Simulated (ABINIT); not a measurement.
Set up this calculation in ABINIT 10.8.3 (patched build), as the native input.

| Quantity | Value |
| --- | --- |
| Task | single point |
| Functional | PBE0 |
| Potentials or basis | SG15 NC PBE v1.2 |
| Cutoff | 599 eV |
| k mesh | 4 × 4 × 3 |
| Occupations | fermi-dirac, width 0.05 eV |
| Spin | no spin polarisation |
| Share of exact exchange | 0.5 |
| Most SCF steps | 60 |

Crystal: ZrB2.

```
Zr B
1.0
     3.17000    0.00000    0.00000
    -1.58500    2.74530    0.00000
     0.00000    0.00000    3.53300
Zr B
1 2
Direct
  0.00000 0.00000 0.00000
  0.66667 0.33333 0.50000
  0.33333 0.66667 0.50000
```

These files were run (other wordings do the same):

run.abi

```
# Pseudopotentials
pp_dirpath "./"
pseudos "Zr_ONCV_PBE-1.2.upf, B_ONCV_PBE-1.2.upf"

# Structure
acell 3*1.0 Angstrom
rprim
     3.1700000000     0.0000000000     0.0000000000
    -1.5850000000     2.7453005300     0.0000000000
     0.0000000000     0.0000000000     3.5330000000
ntypat 2
znucl 40 5
natom 3
typat 1 2 2
xcart
     0.0000000000     0.0000000000     0.0000000000
     1.5850000002     0.9151001766     1.7665000000
    -0.0000000002     1.8302003534     1.7665000000 Angstrom

# Plane-wave basis
ecut 22.0

# k points
kptopt 1
ngkpt 4 4 3
nshiftk 1
shiftk 0.0 0.0 0.0

# Exchange and correlation
ixc 41
hyb_mixing 0.5

# Bands and occupations
nband 13
occopt 3
tsmear 0.05 eV

# SCF cycle
nstep 60
toldfe 1.0e-7

# Output
iomode 3
prtwf 0
prtden 0
prteig 0
prtebands 0
enunit 2
prtvol 2
```

Potentials or basis: SG15 NC PBE v1.2.

Run with:

```bash
$ mpirun --bind-to none -np 4 abinit run.abi > log 2>&1
```

Results of the run:

The band gap on the k mesh is none (metal or under the smearing width) and the valence electrons inside the program's atomic spheres are Zr 8.36; B 2.67.

Caveat: the k mesh is coarse (spacing up to 0.59 Å⁻¹), so the values aren't converged, least of all with exact exchange; exact exchange is summed on a coarse mesh, which widens gaps by tenths of an eV.

It took 4.1 min on 4 MPI ranks on Intel(R) Xeon(R) Platinum 8259CL CPU @ 2.50GHz (Skylake/Cascade Lake), with other jobs on the host, peak memory 0.28 GiB a rank.
